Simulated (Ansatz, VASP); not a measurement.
Two plane-wave programs on AlN

File INCAR:

```
ALGO = Normal
EDIFF = 1E-7
ENCUT = 520
GGA = PE
ISIF = 2
ISMEAR = 0
LASPH = True
LCHARG = False
LREAL = False
LWAVE = False
NBANDS = 16
NELM = 60
PREC = Accurate
SIGMA = 0.05
```

File KPOINTS:

```
k-points
0
Gamma
  9 9 6
```

The input POSCAR:

```
AlN
1.0
    3.2306000000      0.0000000000      0.0000000000
   -1.6153000000      2.7977816695      0.0000000000
    0.0000000000      0.0000000000      3.8107000000
Al N
2 2
Direct
    0.3333333333      0.6666666667      0.7500000000
    0.6666666667      0.3333333333      0.2500000000
    0.3333333333      0.6666666667      0.2500000000
    0.6666666667      0.3333333333      0.7500000000
```

Input for Ansatz:

```yaml
crystal:
  lattice:
    - [3.2306, 0.0, 0.0]
    - [-1.6153, 2.7977816695, 0.0]
    - [0.0, 0.0, 3.8107]
  atoms:
    - { symbol: Al, position: [0.3333333333, 0.6666666667, 0.75] }
    - { symbol: Al, position: [0.6666666667, 0.3333333333, 0.25] }
    - { symbol: "N", position: [0.3333333333, 0.6666666667, 0.25] }
    - { symbol: "N", position: [0.6666666667, 0.3333333333, 0.75] }
basis:
  ecutwfc: 520.0
kpoints:
  mp_grid: { grid: [9, 9, 6] }
hamiltonian:
  xc: pbe
  pseudopotentials: { kind: paw, azcp: { folder: soft_1 } }
scf:
  occupations: { method: gaussian, width: 0.05 }
output:
  forces: true
  stress: true
  eigenvalues: true
```

Alike in both runs: task single point; functional PBE; k mesh 9 × 9 × 6; occupations gaussian, width 0.05 eV; no spin polarisation.

|  | VASP | Ansatz |
| --- | --- | --- |
| version | VASP 6.6.1 | Ansatz 0.2.0 |
| potentials or method | VASP PAW PBE potentials, release 64 (Al, N) | scalar-relativistic, plane waves, PAW |
| plane-wave cutoff (eV) | 520 | 520 |
| valence electrons in the cell | 16 | 16 |

|  | VASP | Ansatz | Ansatz less VASP |
| --- | --- | --- | --- |
| gap on the k mesh at the Fermi level (eV) | 4.40 | 4.39 | -0.014 |
| least direct gap on the mesh (eV) | 4.40 | 4.39 | -0.014 |

With one functional, cell and mesh, what is left measures potentials, basis and numerics.

Caveats: an odd mesh through Γ misses points on the zone boundary, where band edges often lie.
